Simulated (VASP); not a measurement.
Input of a VASP 6.6.1 run:

Contents of INCAR:

```
SYSTEM = CdS
  ALGO = Normal
  EDIFF = 1E-8
  ENCUT = 520
  GGA = PE
  ISIF = 2
  ISMEAR = -1
  LASPH = .TRUE.
  LCHARG = .FALSE.
  LEFG = .TRUE.
  LREAL = .FALSE.
  LWAVE = .FALSE.
  NBANDS = 16
  NELM = 100
  PREC = Accurate
  SIGMA = 0.01
```

The input KPOINTS:

```
k-points
0
G
  4 4 4
  0 0 0
```

POSCAR

```
CdS
1.0
    0.0000000000      2.9100000000      2.9100000000
    2.9100000000      0.0000000000      2.9100000000
    2.9100000000      2.9100000000      0.0000000000
Cd S
1 1
Direct
    0.0000000000      0.0000000000      0.0000000000
    0.7500000000      0.7500000000      0.7500000000
```

Potentials or basis: VASP PAW PBE potentials, release 64 (Cd, S).

Launch:

```console
$ cat potpaw_PBE.64/Cd/POTCAR potpaw_PBE.64/S/POTCAR > POTCAR
$ mpirun -np 1 vasp_std > vasp.out
```

(1) Estimate the pressure.

(2) Estimate the band gap on the k mesh.

## Answers

(1) 3.8 GPa.

(2) 1.15 eV, direct.

Caveat: the k mesh is coarse (spacing up to 0.47 Å⁻¹), so the values aren't converged.
